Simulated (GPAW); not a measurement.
# TiB2 (P6/mmm) in GPAW: notebook

Runs on TiB2. Level: PBEsol. Tasks: relaxation of cell and atoms.

All numbers are computed with GPAW 26.7.0; they aren't measurements. Logs are shortened: lines on timing, memory, paths and dates and some standing lists are left out, and cuts for length are marked. The log counts tension as positive stress, the text compression.

## (1) The structure

It takes space group P6/mmm (No. 191, hexagonal). The conventional cell has a = 3.029 Å, b = 3.029 Å, c = 3.228 Å, α = 90.00°, β = 90.00°, γ = 120.00°. Around Ti (site symmetry 6/mmm) lie 12 B at 2.38 Å. Around B (site symmetry -6m2) lie 3 B at 1.75 Å.

## (2) Relaxation of cell and atoms, PBEsol, target pressure 10 GPa, at which the enthalpy is minimised

Contents of run.py:

```python
from ase import Atoms
from ase.filters import FrechetCellFilter
from ase.io import write
from ase.optimize import BFGS
from ase.units import GPa
from gpaw import GPAW, PW, setup_paths

setup_paths.insert(0, '.')

atoms = Atoms(['Ti', 'B', 'B'],
              cell=[[3.0292, 0.0, 0.0],
                    [-1.5146, 2.6233641531, 0.0],
                    [0.0, 0.0, 3.2284]],
              scaled_positions=[[0.0, 0.0, 0.0],
                                [0.6666666667, 0.3333333333, 0.5],
                                [0.3333333333, 0.6666666667, 0.5]],
              pbc=True)

calc = GPAW(mode=PW(800),
            xc='PBEsol',
            kpts={'size': (7, 7, 6), 'gamma': True},
            occupations={'name': 'fermi-dirac', 'width': 0.05},
            nbands=20,
            convergence={'density': 1e-05, 'forces': 0.0001},
            maxiter=150,
            txt='gpaw.txt')
atoms.calc = calc
opt = BFGS(FrechetCellFilter(atoms, scalar_pressure=10 * GPa), trajectory='relax.traj', logfile='-')
done = opt.run(fmax=0.02, steps=60)
calc.write('gs.gpw')
write('result.traj', atoms)
print('Converged:', done)
print('Cell:', atoms.cell.cellpar().round(4))
print('Volume:', round(atoms.get_volume(), 4))
print(atoms.get_scaled_positions().round(5))
```

Potentials or basis: PAW data sets generated in the run's folder for this functional, pw.

On the command line:

```bash
> gpaw-setup -f PBEsol B Ti
> OMP_NUM_THREADS=1 python run.py
```

gpaw.txt:

```text
__  _  _
 | _ |_)|_||  |
 |__||  | ||/\| - 26.7.0

Input parameters:
  mode=PW(ecut=800.0),
  convergence={'density': 1e-05, 'forces': 0.0001},
  kpts=MonkhorstPack(size=(7, 7, 6), gamma=True),
  maxiter=150,
  nbands=20,
  occupations=Occupations(name='fermi-dirac', width=0.05),
  xc=XC(name='PBEsol')

Diagonalizing LCAO Hamiltonian
Converting LCAO to pw mode

         B  B

       Ti

Atoms  # Å, Bohr magnetons
|   | symbol |         x |        y |        z |    initial magnetic moments |
|---|--------|-----------|----------|----------|-----------------------------|
| 0 |     Ti |  0.000000 | 0.000000 | 0.000000 | ( 0.0000,  0.0000,  0.0000) |
| 1 |      B |  1.514600 | 0.874455 | 1.614200 | ( 0.0000,  0.0000,  0.0000) |
| 2 |      B | -0.000000 | 1.748909 | 1.614200 | ( 0.0000,  0.0000,  0.0000) |

Unit cell  # Å
| periodic |         x |        y |        z |  lengths |     angles |
|----------|-----------|----------|----------|----------|------------|
|      yes |  3.029200 | 0.000000 | 0.000000 | 3.029200 |  90.000000 |
|      yes | -1.514600 | 2.623364 | 0.000000 | 3.029200 |  90.000000 |
|      yes |  0.000000 | 0.000000 | 3.228400 | 3.228400 | 120.000000 |

Number of symmetries: 24
Symmetry operations  # r_c * U_cc + t_c -> r_c
|    | kind |            matrix            |
|----|------|------------------------------|
|  0 |  σ   |  1, 1, 0,  0,-1, 0,  0, 0, 1 |
|  1 |  C2  |  1, 1, 0,  0,-1, 0,  0, 0,-1 |
|  2 |  C6  |  1, 1, 0, -1, 0, 0,  0, 0, 1 |
|  3 |  S6  |  1, 1, 0, -1, 0, 0,  0, 0,-1 |
|  4 |  E   |  1, 0, 0,  0, 1, 0,  0, 0, 1 |
|  5 |  σ   |  1, 0, 0,  0, 1, 0,  0, 0,-1 |
|  6 |  σ   |  1, 0, 0, -1,-1, 0,  0, 0, 1 |
|  7 |  C2  |  1, 0, 0, -1,-1, 0,  0, 0,-1 |
|  8 |  σ   |  0, 1, 0,  1, 0, 0,  0, 0, 1 |
|  9 |  C2  |  0, 1, 0,  1, 0, 0,  0, 0,-1 |
| 10 |  C3  |  0, 1, 0, -1,-1, 0,  0, 0, 1 |
| 11 |  S3  |  0, 1, 0, -1,-1, 0,  0, 0,-1 |
| 12 |  C6  |  0,-1, 0,  1, 1, 0,  0, 0, 1 |
| 13 |  S6  |  0,-1, 0,  1, 1, 0,  0, 0,-1 |
| 14 |  σ   |  0,-1, 0, -1, 0, 0,  0, 0, 1 |
| 15 |  C2  |  0,-1, 0, -1, 0, 0,  0, 0,-1 |
| 16 |  σ   | -1, 0, 0,  1, 1, 0,  0, 0, 1 |
| 17 |  C2  | -1, 0, 0,  1, 1, 0,  0, 0,-1 |
| 18 |  C2  | -1, 0, 0,  0,-1, 0,  0, 0, 1 |
| 19 |  i   | -1, 0, 0,  0,-1, 0,  0, 0,-1 |
| 20 |  C3  | -1,-1, 0,  1, 0, 0,  0, 0, 1 |
| 21 |  S3  | -1,-1, 0,  1, 0, 0,  0, 0,-1 |
[... 195 lines left out ...]
Stress tensor  # eV/Ang^3
|        x |        y |        z |
|----------|----------|----------|
| 0.022220 | 0.000000 | 0.000000 |
| 0.000000 | 0.022220 | 0.000000 |
| 0.000000 | 0.000000 | 0.042582 |

Forces  # eV/Ang
|        x |        y |       z |
|----------|----------|---------|
|  0.00000 |  0.00000 | 0.00000 |  # Ti   0
|  0.00000 |  0.00000 | 0.00000 |  # B    1
| -0.00000 | -0.00000 | 0.00000 |  # B    2

Interpolating wave functions to new cell

         B  B

       Ti

Atoms  # Å, Bohr magnetons
|   | symbol |         x |        y |        z |    initial magnetic moments |
|---|--------|-----------|----------|----------|-----------------------------|
| 0 |     Ti |  0.000000 | 0.000000 | 0.000000 | ( 0.0000,  0.0000,  0.0000) |
| 1 |      B |  1.509389 | 0.871446 | 1.607313 | ( 0.0000,  0.0000,  0.0000) |
| 2 |      B | -0.000000 | 1.742892 | 1.607313 | ( 0.0000,  0.0000,  0.0000) |

Unit cell  # Å
| periodic |         x |        y |        z |  lengths |     angles |
|----------|-----------|----------|----------|----------|------------|
|      yes |  3.018778 | 0.000000 | 0.000000 | 3.018778 |  90.000000 |
|      yes | -1.509389 | 2.614338 | 0.000000 | 3.018778 |  90.000000 |
|      yes |  0.000000 | 0.000000 | 3.214626 | 3.214626 | 120.000000 |

Number of symmetries: 24
Symmetry operations  # r_c * U_cc + t_c -> r_c
|    | kind |            matrix            |
|----|------|------------------------------|
|  0 |  σ   |  1, 1, 0,  0,-1, 0,  0, 0, 1 |
|  1 |  C2  |  1, 1, 0,  0,-1, 0,  0, 0,-1 |
|  2 |  C6  |  1, 1, 0, -1, 0, 0,  0, 0, 1 |
|  3 |  S6  |  1, 1, 0, -1, 0, 0,  0, 0,-1 |
|  4 |  E   |  1, 0, 0,  0, 1, 0,  0, 0, 1 |
|  5 |  σ   |  1, 0, 0,  0, 1, 0,  0, 0,-1 |
|  6 |  σ   |  1, 0, 0, -1,-1, 0,  0, 0, 1 |
|  7 |  C2  |  1, 0, 0, -1,-1, 0,  0, 0,-1 |
|  8 |  σ   |  0, 1, 0,  1, 0, 0,  0, 0, 1 |
|  9 |  C2  |  0, 1, 0,  1, 0, 0,  0, 0,-1 |
| 10 |  C3  |  0, 1, 0, -1,-1, 0,  0, 0, 1 |
| 11 |  S3  |  0, 1, 0, -1,-1, 0,  0, 0,-1 |
| 12 |  C6  |  0,-1, 0,  1, 1, 0,  0, 0, 1 |
| 13 |  S6  |  0,-1, 0,  1, 1, 0,  0, 0,-1 |
| 14 |  σ   |  0,-1, 0, -1, 0, 0,  0, 0, 1 |
| 15 |  C2  |  0,-1, 0, -1, 0, 0,  0, 0,-1 |
| 16 |  σ   | -1, 0, 0,  1, 1, 0,  0, 0, 1 |
| 17 |  C2  | -1, 0, 0,  1, 1, 0,  0, 0,-1 |
| 18 |  C2  | -1, 0, 0,  0,-1, 0,  0, 0, 1 |
| 19 |  i   | -1, 0, 0,  0,-1, 0,  0, 0,-1 |
| 20 |  C3  | -1,-1, 0,  1, 0, 0,  0, 0, 1 |
| 21 |  S3  | -1,-1, 0,  1, 0, 0,  0, 0,-1 |
[... 209 lines left out ...]
        B
           B

       Ti

Atoms  # Å, Bohr magnetons
|   | symbol |         x |        y |        z |    initial magnetic moments |
|---|--------|-----------|----------|----------|-----------------------------|
| 0 |     Ti |  0.000000 | 0.000000 | 0.000000 | ( 0.0000,  0.0000,  0.0000) |
| 1 |      B |  1.489115 | 0.859741 | 1.578484 | ( 0.0000,  0.0000,  0.0000) |
| 2 |      B | -0.000000 | 1.719482 | 1.578484 | ( 0.0000,  0.0000,  0.0000) |

Unit cell  # Å
| periodic |         x |         y |        z |  lengths |     angles |
|----------|-----------|-----------|----------|----------|------------|
|      yes |  2.978230 |  0.000000 | 0.000000 | 2.978230 |  90.000000 |
|      yes | -1.489115 |  2.579223 | 0.000000 | 2.978230 |  90.000000 |
|      yes | -0.000000 | -0.000000 | 3.156969 | 3.156969 | 120.000000 |

Number of symmetries: 24
Symmetry operations  # r_c * U_cc + t_c -> r_c
|    | kind |            matrix            |
|----|------|------------------------------|
|  0 |  σ   |  1, 1, 0,  0,-1, 0,  0, 0, 1 |
|  1 |  C2  |  1, 1, 0,  0,-1, 0,  0, 0,-1 |
|  2 |  C6  |  1, 1, 0, -1, 0, 0,  0, 0, 1 |
|  3 |  S6  |  1, 1, 0, -1, 0, 0,  0, 0,-1 |
|  4 |  E   |  1, 0, 0,  0, 1, 0,  0, 0, 1 |
|  5 |  σ   |  1, 0, 0,  0, 1, 0,  0, 0,-1 |
|  6 |  σ   |  1, 0, 0, -1,-1, 0,  0, 0, 1 |
|  7 |  C2  |  1, 0, 0, -1,-1, 0,  0, 0,-1 |
|  8 |  σ   |  0, 1, 0,  1, 0, 0,  0, 0, 1 |
|  9 |  C2  |  0, 1, 0,  1, 0, 0,  0, 0,-1 |
| 10 |  C3  |  0, 1, 0, -1,-1, 0,  0, 0, 1 |
| 11 |  S3  |  0, 1, 0, -1,-1, 0,  0, 0,-1 |
| 12 |  C6  |  0,-1, 0,  1, 1, 0,  0, 0, 1 |
| 13 |  S6  |  0,-1, 0,  1, 1, 0,  0, 0,-1 |
| 14 |  σ   |  0,-1, 0, -1, 0, 0,  0, 0, 1 |
| 15 |  C2  |  0,-1, 0, -1, 0, 0,  0, 0,-1 |
| 16 |  σ   | -1, 0, 0,  1, 1, 0,  0, 0, 1 |
| 17 |  C2  | -1, 0, 0,  1, 1, 0,  0, 0,-1 |
| 18 |  C2  | -1, 0, 0,  0,-1, 0,  0, 0, 1 |
| 19 |  i   | -1, 0, 0,  0,-1, 0,  0, 0,-1 |
| 20 |  C3  | -1,-1, 0,  1, 0, 0,  0, 0, 1 |
| 21 |  S3  | -1,-1, 0,  1, 0, 0,  0, 0,-1 |
[... 191 lines left out ...]
No gap
No difference between direct/indirect transitions

Stress tensor  # eV/Ang^3
|         x |         y |         z |
|-----------|-----------|-----------|
| -0.076984 |  0.000000 |  0.000000 |
|  0.000000 | -0.076984 |  0.000000 |
|  0.000000 |  0.000000 | -0.049510 |

Forces  # eV/Ang
|        x |       y |       z |
|----------|---------|---------|
| -0.00000 | 0.00000 | 0.00000 |  # Ti   0
|  0.00000 | 0.00000 | 0.00000 |  # B    1
| -0.00000 | 0.00000 | 0.00000 |  # B    2

Interpolating wave functions to new cell

        B
           B

       Ti

Atoms  # Å, Bohr magnetons
|   | symbol |         x |        y |        z |    initial magnetic moments |
|---|--------|-----------|----------|----------|-----------------------------|
| 0 |     Ti | -0.000000 | 0.000000 | 0.000000 | ( 0.0000,  0.0000,  0.0000) |
| 1 |      B |  1.490499 | 0.860540 | 1.578574 | ( 0.0000,  0.0000,  0.0000) |
| 2 |      B | -0.000000 | 1.721080 | 1.578574 | ( 0.0000,  0.0000,  0.0000) |

Unit cell  # Å
| periodic |         x |         y |         z |  lengths |     angles |
|----------|-----------|-----------|-----------|----------|------------|
|      yes |  2.980998 |  0.000000 | -0.000000 | 2.980998 |  90.000000 |
|      yes | -1.490499 |  2.581620 |  0.000000 | 2.980998 |  90.000000 |
|      yes | -0.000000 | -0.000000 |  3.157148 | 3.157148 | 120.000000 |
[... 469 lines left out ...]
No gap
No difference between direct/indirect transitions

Stress tensor  # eV/Ang^3
|         x |         y |         z |
|-----------|-----------|-----------|
| -0.062824 | -0.000000 |  0.000000 |
|  0.000000 | -0.062824 |  0.000000 |
|  0.000000 |  0.000000 | -0.050507 |

Forces  # eV/Ang
|       x |        y |       z |
|---------|----------|---------|
| 0.00000 | -0.00000 | 0.00000 |  # Ti   0
| 0.00000 |  0.00000 | 0.00000 |  # B    1
| 0.00000 |  0.00000 | 0.00000 |  # B    2

Interpolating wave functions to new cell

        B
           B

       Ti

Atoms  # Å, Bohr magnetons
|   | symbol |         x |        y |        z |    initial magnetic moments |
|---|--------|-----------|----------|----------|-----------------------------|
| 0 |     Ti | -0.000000 | 0.000000 | 0.000000 | ( 0.0000,  0.0000,  0.0000) |
| 1 |      B |  1.494891 | 0.863076 | 1.571778 | ( 0.0000,  0.0000,  0.0000) |
| 2 |      B | -0.000000 | 1.726151 | 1.571778 | ( 0.0000,  0.0000,  0.0000) |

Unit cell  # Å
| periodic |         x |        y |         z |  lengths |     angles |
|----------|-----------|----------|-----------|----------|------------|
|      yes |  2.989781 | 0.000000 | -0.000000 | 2.989781 |  90.000000 |
|      yes | -1.494891 | 2.589227 |  0.000000 | 2.989781 |  90.000000 |
|      yes | -0.000000 | 0.000000 |  3.143556 | 3.143556 | 120.000000 |

Number of symmetries: 24
Symmetry operations  # r_c * U_cc + t_c -> r_c
|    | kind |            matrix            |
|----|------|------------------------------|
|  0 |  σ   |  1, 1, 0,  0,-1, 0,  0, 0, 1 |
|  1 |  C2  |  1, 1, 0,  0,-1, 0,  0, 0,-1 |
|  2 |  C6  |  1, 1, 0, -1, 0, 0,  0, 0, 1 |
|  3 |  S6  |  1, 1, 0, -1, 0, 0,  0, 0,-1 |
|  4 |  E   |  1, 0, 0,  0, 1, 0,  0, 0, 1 |
|  5 |  σ   |  1, 0, 0,  0, 1, 0,  0, 0,-1 |
|  6 |  σ   |  1, 0, 0, -1,-1, 0,  0, 0, 1 |
|  7 |  C2  |  1, 0, 0, -1,-1, 0,  0, 0,-1 |
|  8 |  σ   |  0, 1, 0,  1, 0, 0,  0, 0, 1 |
|  9 |  C2  |  0, 1, 0,  1, 0, 0,  0, 0,-1 |
| 10 |  C3  |  0, 1, 0, -1,-1, 0,  0, 0, 1 |
| 11 |  S3  |  0, 1, 0, -1,-1, 0,  0, 0,-1 |
| 12 |  C6  |  0,-1, 0,  1, 1, 0,  0, 0, 1 |
| 13 |  S6  |  0,-1, 0,  1, 1, 0,  0, 0,-1 |
| 14 |  σ   |  0,-1, 0, -1, 0, 0,  0, 0, 1 |
| 15 |  C2  |  0,-1, 0, -1, 0, 0,  0, 0,-1 |
| 16 |  σ   | -1, 0, 0,  1, 1, 0,  0, 0, 1 |
| 17 |  C2  | -1, 0, 0,  1, 1, 0,  0, 0,-1 |
| 18 |  C2  | -1, 0, 0,  0,-1, 0,  0, 0, 1 |
| 19 |  i   | -1, 0, 0,  0,-1, 0,  0, 0,-1 |
| 20 |  C3  | -1,-1, 0,  1, 0, 0,  0, 0, 1 |
| 21 |  S3  | -1,-1, 0,  1, 0, 0,  0, 0,-1 |
[... 445 lines left out ...]
Stress tensor  # eV/Ang^3
|         x |         y |         z |
|-----------|-----------|-----------|
| -0.061451 |  0.000000 |  0.000000 |
|  0.000000 | -0.061451 |  0.000000 |
|  0.000000 |  0.000000 | -0.061720 |

Forces  # eV/Ang
|        x |        y |       z |
|----------|----------|---------|
|  0.00000 |  0.00000 | 0.00000 |  # Ti   0
| -0.00000 |  0.00000 | 0.00000 |  # B    1
|  0.00000 | -0.00000 | 0.00000 |  # B    2

# Writing to gs.gpw (mode='')
```

It took 78 s on 1 thread of Arm Neoverse V2, shared host; peak memory 0.24 GiB.

Results:

* Free energy: -24.7204 eV
* Relaxed volume: 8.10 Å³/atom
* Relaxed cell: a = 2.990 Å, b = 2.990 Å, c = 3.140 Å, α = 90.00°, β = 90.00°, γ = 120.00°
* Space group after relaxing (to 0.05 Å): P6/mmm (No. 191)
* Energy change on relaxing (the enthalpy is what falls): +6.9 meV/atom
* Ionic steps: 7
* Pressure after relaxing: 9.9 GPa
* Band gap on the k mesh: none (metal or under the smearing width)

Step by step:
```csv
step,energy change (eV),largest force (eV/Å),pressure (GPa),volume (Å³)
1,0.0000,0.0000,-4.65,25.66
2,-0.0052,0.0000,-1.82,25.37
3,0.0264,0.0000,10.87,24.25
4,0.0229,0.0000,10.24,24.30
5,0.0182,0.0000,9.41,24.35
6,0.0187,0.0000,9.49,24.33
7,0.0208,0.0000,9.86,24.30
```

Final structure:
```
Ti B
1.0
     2.98964    0.00000    0.00000
    -1.49482    2.58911    0.00000
     0.00000    0.00000    3.13956
Ti B
1 2
Direct
  0.00000 0.00000 0.00000
  0.66667 0.33333 0.50000
  0.33333 0.66667 0.50000
```

Levels at points of the mesh, in eV from the Fermi level:
```
           k point  band 5  band 6  band 7  band 8  band 9  band 10  band 11  band 12  band 13  band 14
(0.00, 0.00, 0.00)  -13.64   -2.71   -2.71   -2.14   -2.05     2.19     2.19     4.15     4.15     5.99
(0.00, 0.00, 0.50)  -11.47   -7.72   -0.48   -0.48   -0.18    -0.18     0.57     0.57     2.07     6.72
```

Caveat: later steps reuse the first step's grids.

(Part 1 of 2 ends here.)
